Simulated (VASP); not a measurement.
# Pb (Fm-3m) in VASP: a series of runs

One crystal, Pb, is run at these levels: PBE, PBEsol; tasks: relaxation of cell and atoms.

Everything below comes from runs of VASP 6.6.1. Logs are shortened: lines on timing, memory, paths and dates and some standing lists are left out, and cuts for length are marked.

## Step 1: The structure

Symmetry: Fm-3m, No. 225, cubic system. The conventional cell has a = 4.950 Å, b = 4.950 Å, c = 4.950 Å, α = 90.00°, β = 90.00°, γ = 90.00°. Pb (site symmetry m-3m) is surrounded by 12 Pb at 3.50 Å.

## Step 2: Relaxation of cell and atoms, PBE

The input, INCAR:

```
SYSTEM = Pb
ALGO     = Normal         ! electronic algorithm
EDIFF    = 1E-6           ! SCF threshold, eV
EDIFFG   = -0.01          ! ionic threshold
ENCUT    = 600            ! plane-wave cutoff, eV
GGA      = PE             ! functional
IBRION   = 2              ! ionic algorithm
ISIF     = 3              ! what is computed and relaxed
ISMEAR   = 1              ! smearing method
LASPH    = .TRUE.         ! aspherical terms in the spheres
LCHARG   = .FALSE.        ! write CHGCAR
LREAL    = .FALSE.        ! projectors in reciprocal space
LWAVE    = .FALSE.        ! write WAVECAR
NELM     = 80             ! most SCF steps
NSW      = 90             ! ionic steps
PREC     = Accurate       ! precision mode
SIGMA    = 0.1            ! smearing width, eV
```

The input, KPOINTS:

```
k-points
0
G
  14 14 14
  0 0 0
```

The input, POSCAR:

```
Pb
1.0
    0.0000000000      2.4750200000      2.4750200000
    2.4750200000      0.0000000000      2.4750200000
    2.4750200000      2.4750200000      0.0000000000
Pb
1
Direct
    0.0000000000      0.0000000000      0.0000000000
```

Potentials or basis: VASP PAW PBE potentials, release 64 (Pb_d).

Launch:

```console
cat potpaw_PBE.64/Pb_d/POTCAR > POTCAR
mpirun -np 1 vasp_std > vasp.out
```

OUTCAR:

```text
SYSTEM = Pb
   EDIFF = 1E-6
   EDIFFG = -0.01
   ENCUT = 600
   GGA = PE
   IBRION = 2
   ISIF = 3
   ISMEAR = 1
   LASPH = .TRUE.
   LREAL = .FALSE.
   NELM = 80
   NSW = 90
   PREC = Accurate

 ion  position               nearest neighbor table
   1  0.000  0.000  0.000-

  LATTYP: Found a face centered cubic cell.
 ALAT       =     4.9500400000

  Lattice vectors:

 A1 = (   0.0000000000,   2.4750200000,   2.4750200000)
 A2 = (   2.4750200000,   0.0000000000,   2.4750200000)
 A3 = (   2.4750200000,   2.4750200000,   0.0000000000)

Analysis of symmetry for initial positions (statically):
=====================================================================
 Subroutine PRICEL returns:
 Original cell was already a primitive cell.

 Routine SETGRP: Setting up the symmetry group for a
 face centered cubic supercell.

 Subroutine GETGRP returns: Found 48 space group operations
 (whereof 48 operations were pure point group operations)
 out of a pool of 48 trial point group operations.

The static configuration has the point symmetry O_h .

Analysis of symmetry for dynamics (positions and initial velocities):
=====================================================================
 Subroutine PRICEL returns:
 Original cell was already a primitive cell.

 Routine SETGRP: Setting up the symmetry group for a
 face centered cubic supercell.

 Subroutine GETGRP returns: Found 48 space group operations
 (whereof 48 operations were pure point group operations)
 out of a pool of 48 trial point group operations.

The dynamic configuration has the point symmetry O_h .

 Subroutine INISYM returns: Found 48 space group operations
 (whereof 48 operations are pure point group operations),
 and found     1 'primitive' translations

----------------------------------------------------------------------------------------

                                     Primitive cell

  volume of cell :      30.3226

  direct lattice vectors                    reciprocal lattice vectors
     0.000000000  2.475020000  2.475020000    -0.202018570  0.202018570  0.202018570
     2.475020000  0.000000000  2.475020000     0.202018570 -0.202018570  0.202018570
     2.475020000  2.475020000  0.000000000     0.202018570  0.202018570 -0.202018570

  length of vectors
     3.500206851  3.500206851  3.500206851     0.349906427  0.349906427  0.349906427

  position of ions in fractional coordinates (direct lattice)
     0.000000000  0.000000000  0.000000000

  ion indices of the primitive-cell ions
   primitive index   ion index
                 1           1

----------------------------------------------------------------------------------------

 KPOINTS: k-points

Automatic generation of k-mesh.
 Grid dimensions read from file:
 generate k-points for:   14   14   14

 Generating k-lattice:

  Cartesian coordinates                     Fractional coordinates (reciprocal lattice)
    -0.014429898  0.014429898  0.014429898     0.071428571  0.000000000  0.000000000
     0.014429898 -0.014429898  0.014429898     0.000000000  0.071428571  0.000000000
     0.014429898  0.014429898 -0.014429898     0.000000000  0.000000000  0.071428571

  Length of vectors
     0.024993316  0.024993316  0.024993316

  Shift w.r.t. Gamma in fractional coordinates (k-lattice)
     0.000000000  0.000000000  0.000000000

 Subroutine IBZKPT returns following result:
 ===========================================

 Found    104 irreducible k-points:

 Following reciprocal coordinates:
            Coordinates               Weight
  0.000000  0.000000  0.000000      1.000000
  0.071429  0.000000  0.000000      8.000000
  0.142857  0.000000  0.000000      8.000000
  0.214286  0.000000  0.000000      8.000000
  0.285714  0.000000  0.000000      8.000000
  0.357143  0.000000  0.000000      8.000000
[... 16 lines left out ...]
  0.214286  0.142857  0.000000     24.000000
  0.285714  0.142857  0.000000     24.000000
 [... further k-points ...]
   k-points           NKPTS =    104   k-points in BZ     NKDIM =    104   number of bands    NBANDS=     11
   number of dos      NEDOS =    301   number of ions     NIONS =      1
   total plane-waves  NPLWV =  21952
   dimension x,y,z NGX =    28 NGY =   28 NGZ =   28
   dimension x,y,z NGXF=    56 NGYF=   56 NGZF=   56
   ions per type =               1
   NGX,Y,Z   is equivalent  to a cutoff of  13.30, 13.30, 13.30 a.u.
   NGXF,Y,Z  is equivalent  to a cutoff of  26.60, 26.60, 26.60 a.u.
 SYSTEM =  Pb
   PREC   = accura    normal or accurate (medium, high low for compatibility)
   ISTART =      0    job   : 0-new  1-cont  2-samecut
   ICHARG =      2    charge: 1-file 2-atom 10-const
   ISPIN  =      1    spin polarized calculation?
   LNONCOLLINEAR =      F non collinear calculations
   LSORBIT =      F    spin-orbit coupling
   LASPH  =      T    aspherical Exc in radial PAW
   ENCUT  =  600.0 eV  44.10 Ry    6.64 a.u.   6.99  6.99  6.99*2*pi/ulx,y,z
   NELM   =     80;   NELMIN=  2; NELMDL= -5     # of ELM steps
   EDIFF  = 0.1E-05   stopping-criterion for ELM
   LREAL  =      F    real-space projection
   EDIFFG = -.1E-01   stopping-criterion for IOM
   NSW    =     90    number of steps for IOM
   IBRION =      2    ionic relax: 0-MD 1-quasi-New 2-CG
   NFREE  =      1    steps in history (QN), initial steepest desc. (CG)
   ISIF   =      3    stress and relaxation
   ISYM   =      2    0-nonsym 1-usesym 2-fastsym
   POTIM  = 0.5000    time-step for ionic-motion
   TEBEG  =    0.0;   TEEND  =   0.0 temperature during run
   PSTRESS=    0.0 pullay stress
   NELECT =      14.0000    total number of electrons
   NUPDOWN=      -1.0000    fix difference up-down
   EMIN   =  10.00;   EMAX   =-10.00  energy-range for DOS
   EFERMI =   0.00;   METHOD = LEGACY
   ISMEAR =     1;   SIGMA  =   0.10  broadening in eV -4-tet -1-fermi 0-gaus
   EFERMI_NEDOS =   21; number of points for ismear=-14 and -15
   IALGO  =     38    algorithm
   IMIX   =      4    mixing-type and parameters
     AMIX     =   0.40;   BMIX     =  1.00
     AMIX_MAG =   1.60;   BMIX_MAG =  1.00
  volume/ion in A,a.u.               =      30.32       204.63
  Fermi-wavevector in a.u.,A,eV,Ry     =   1.265306  2.391081 21.782907  1.600999
  Thomas-Fermi vector in A             =   2.398566
   LORBIT       =      0    0 simple, 1 ext, 2 COOP (PROOUT), +10 PAW based schemes
   GGA     = PE    functional components
   LHFCALC =     F    Hartree Fock is set to
   AEXX    =    0.0000 exact exchange contribution
   IVDW    =     0    specifies the selected vdW correction
   LEPSILON=     F    determine dielectric tensor
   LRPA    =     F    only Hartree local field effects (RPA)
 conjugate gradient relaxation of ions
 non-spin polarized calculation
 Methfessel and Paxton  Order N= 1 SIGMA  =   0.10
  energy-cutoff  :      600.00
  volume of cell :       30.32
 maximum number of plane-waves:      1026
   NGX = 13   NGY = 13   NGZ = 13

--------------------------------------- Ionic step        1  -------------------------------------------

 number of electron      13.9999999 magnetization

 Free energy of the ion-electron system (eV)
  ---------------------------------------------------
  ext. energy  EPLUGINS =         0.00000000
  ---------------------------------------------------
  free energy    TOTEN  =        -3.55535054 eV

  energy without entropy =       -3.55534012  energy(sigma->0) =       -3.55534707

 E-fermi :   7.3268     XC(G=0): -10.1849

 val. band max:        7.3246141152   @ k =  -0.2857   0.2857   0.0714
 cond. band min:       7.3274296033   @ k =   0.3571   0.2143   0.0000
 fundamental gap:      0.0028154881
 Fermi energy:         7.3268362443

 k-point     1 :       0.0000    0.0000    0.0000
  band No.  band energies     occupation
      1      -9.7904      2.00000
      2      -9.7904      2.00000
      3      -9.7904      2.00000
      4      -9.6503      2.00000
      5      -9.6503      2.00000
      6      -4.4725      2.00000
      7      14.7000      0.00000
      8      14.7000      0.00000
      9      14.7000      0.00000
     10      17.0452      0.00000
     11      18.6213      0.00000

 k-point     2 :       0.0714    0.0000    0.0000
  band No.  band energies     occupation
      1      -9.7905      2.00000
      2      -9.7830      2.00000
      3      -9.7830      2.00000
      4      -9.6509      2.00000
      5      -9.6509      2.00000
      6      -4.3743      2.00000
      7      13.5049      0.00000
      8      14.5761      0.00000
      9      14.5761      0.00000
     10      16.8162      0.00000
     11      19.1511      0.00000

 k-point     3 :       0.1429    0.0000    0.0000
  band No.  band energies     occupation
      1      -9.7918      2.00000
      2      -9.7661      2.00000
      3      -9.7661      2.00000
      4      -9.6483      2.00000
      5      -9.6483      2.00000
      6      -4.0793      2.00000
      7      11.3352      0.00000
      8      14.2613      0.00000
      9      14.2613      0.00000
     10      16.5336      0.00000
     11      19.9552      0.00000
[... 342 lines left out ...]
 VOLUME and BASIS-vectors are now :
 -----------------------------------------------------------------------------
  energy-cutoff  :      600.00
  volume of cell :       32.38
      direct lattice vectors                 reciprocal lattice vectors
     0.000000000  2.529771611  2.529771611    -0.197646300  0.197646300  0.197646300
     2.529771611  0.000000000  2.529771611     0.197646300 -0.197646300  0.197646300
     2.529771611  2.529771611  0.000000000     0.197646300  0.197646300 -0.197646300

 POSITION                                       TOTAL-FORCE (eV/Angst)
 -----------------------------------------------------------------------------------
      5.05954      5.05954      5.05954        -0.000000      0.000000      0.000000
 -----------------------------------------------------------------------------------
    total drift:                                0.000000      0.000000      0.000000

  FREE ENERGIE OF THE ION-ELECTRON SYSTEM (eV)
  ---------------------------------------------------
  free  energy   TOTEN  =        -3.5669446723 eV

  energy  without entropy=       -3.5669607053  energy(sigma->0) =       -3.56695002

--------------------------------------- Ionic step        3  -------------------------------------------

 number of electron      14.0000003 magnetization

 Free energy of the ion-electron system (eV)
  ---------------------------------------------------
  ext. energy  EPLUGINS =         0.00000000
  ---------------------------------------------------
  free energy    TOTEN  =        -3.56745802 eV

  energy without entropy =       -3.56743830  energy(sigma->0) =       -3.56745144

 E-fermi :   6.6944     XC(G=0):  -9.9290

 val. band max:        6.6611178021   @ k =   0.3571   0.2143   0.0000
 cond. band min:       6.6947900246   @ k =   0.3571   0.2857   0.0000
 fundamental gap:      0.0336722226
 Fermi energy:         6.6944488949

 k-point     1 :       0.0000    0.0000    0.0000
  band No.  band energies     occupation
      1     -10.3436      2.00000
      2     -10.3436      2.00000
      3     -10.3436      2.00000
      4     -10.2251      2.00000
      5     -10.2251      2.00000
      6      -4.7072      2.00000
      7      13.6924      0.00000
      8      13.6924      0.00000
      9      13.6924      0.00000
     10      16.4180      0.00000
     11      17.3517      0.00000

 k-point     2 :       0.0714    0.0000    0.0000
  band No.  band energies     occupation
      1     -10.3436      2.00000
      2     -10.3373      2.00000
      3     -10.3373      2.00000
      4     -10.2256      2.00000
      5     -10.2256      2.00000
      6      -4.6145      2.00000
      7      12.5564      0.00000
      8      13.5763      0.00000
      9      13.5763      0.00000
     10      16.1399      0.00000
     11      17.9327      0.00000

 k-point     3 :       0.1429    0.0000    0.0000
  band No.  band energies     occupation
      1     -10.3440      2.00000
      2     -10.3229      2.00000
      3     -10.3229      2.00000
      4     -10.2231      2.00000
      5     -10.2231      2.00000
      6      -4.3365      2.00000
      7      10.4962      0.00000
      8      13.2811      0.00000
      9      13.2811      0.00000
     10      15.7793      0.00000
     11      18.8927      0.00000
[... 307 lines left out ...]
 VOLUME and BASIS-vectors are now :
 -----------------------------------------------------------------------------
  energy-cutoff  :      600.00
  volume of cell :       32.00
      direct lattice vectors                 reciprocal lattice vectors
     0.000000000  2.519848457  2.519848457    -0.198424631  0.198424631  0.198424631
     2.519848457  0.000000000  2.519848457     0.198424631 -0.198424631  0.198424631
     2.519848457  2.519848457  0.000000000     0.198424631  0.198424631 -0.198424631

 POSITION                                       TOTAL-FORCE (eV/Angst)
 -----------------------------------------------------------------------------------
      0.00000      0.00000      0.00000         0.000000      0.000000      0.000000
 -----------------------------------------------------------------------------------
    total drift:                               -0.000000     -0.000000     -0.000000

  FREE ENERGIE OF THE ION-ELECTRON SYSTEM (eV)
  ---------------------------------------------------
  free  energy   TOTEN  =        -3.5674580172 eV

  energy  without entropy=       -3.5674382955  energy(sigma->0) =       -3.56745144

 reached required accuracy - stopping structural energy minimisation
```

Wall time 36 s (1 thread of Intel Xeon 6975P-C (Granite Rapids), shared host); peak memory 0.19 GiB.

Results:

| Property | Result |
| --- | --- |
| Free energy | -3.5675 eV |
| Relaxed volume | 32.00 Å³/atom |
| Relaxed cell | a = 3.564 Å, b = 3.564 Å, c = 3.564 Å, α = 60.00°, β = 60.00°, γ = 60.00° |
| Space group after relaxing (to 0.05 Å) | Fm-3m (No. 225) |
| Energy gained by relaxing | 12.1 meV/atom |
| Ionic steps | 3 |
| Pressure after relaxing | 0.0 GPa |
| Band gap on the k mesh | none (metal or under the smearing width) |

Step by step:
| step | energy change (eV) | largest force (eV/Å) | pressure (GPa) | volume (Å³) |
| --- | --- | --- | --- | --- |
| 1 | 0.0000 | 0.0000 | 2.42 | 30.32 |
| 2 | -0.0116 | 0.0000 | -0.46 | 32.38 |
| 3 | -0.0121 | 0.0000 | 0.01 | 32.00 |

Final structure:
```
Pb
1.0
     0.00000    2.51985    2.51985
     2.51985    0.00000    2.51985
     2.51985    2.51985    0.00000
Pb
1
Direct
  0.00000 0.00000 0.00000
```

Levels at points of the mesh, in eV from the Fermi level:
```csv
k point,band 3,band 4,band 5,band 6,band 7,band 8,band 9,band 10,band 11
"(0.00, 0.00, 0.00)",-17.04,-16.92,-16.92,-11.40,7.00,7.00,7.00,9.72,10.66
"(0.50, 0.00, 0.00)",-17.03,-16.80,-16.80,-8.08,-3.95,5.29,5.29,9.00,9.20
"(0.50, 0.50, 0.00)",-16.81,-16.78,-16.78,-6.80,-3.06,1.99,1.99,5.22,6.48
```

The run has no spin-orbit coupling, so splittings on Pb are missing. PBE usually gives volumes a little too large and moduli too small.

[end of part 1 of 2]
